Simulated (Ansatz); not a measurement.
Rh under changes of volume

One of the cells (13.671 Å³/atom); the others are scaled copies at fixed shape and fractional positions:

```
Rh
1.0
     0.00000    1.89785    1.89785
     1.89785    0.00000    1.89785
     1.89785    1.89785    0.00000
Rh
1
Cartesian
  0.0000 0.0000 0.0000
```

| Item | Value |
| --- | --- |
| Program | Ansatz 0.2.0 |
| Functional | LDA |
| Potentials or basis | Ansatz PAW |
| Cutoff | 420 eV (not typed: the program's choice for these potentials) |
| k mesh | 12 × 12 × 12 |
| Occupations | fermi-dirac, width 0.05 eV |
| Spin | no spin polarisation |

```tsv
volume (Å³/atom)	energy over the lowest point (meV/atom)	pressure (GPa)
12.851	?	?
13.125	0.00	2.2
13.398	1.93	-4.2
13.671	14.26	-9.9
13.945	35.70	-14.9
14.218	65.19	-19.3
14.492	101.75	-23.2
```

Question: What does the run at 12.851 Å³/atom give?

Answer: Energy over the lowest point 9.80 meV/atom; pressure 9.6 GPa.

Worked out: A Birch-Murnaghan fit of order 3 (a polynomial in V^(-2/3)) to the other rows has its minimum at 13.21 Å³/atom with B0 = V·E''(V) = 321 GPa and B' = 5.2. It gives 9.91 meV/atom at 12.851 Å³/atom, against the run's 9.80, and -dE/dV = 9.6 GPa, against 9.6.

Energies are extrapolated to zero smearing.

Caveats: the PAW data sets come from PBE, with cores solved anew for the run's functional, which leaves a small shift of forces and pressure.
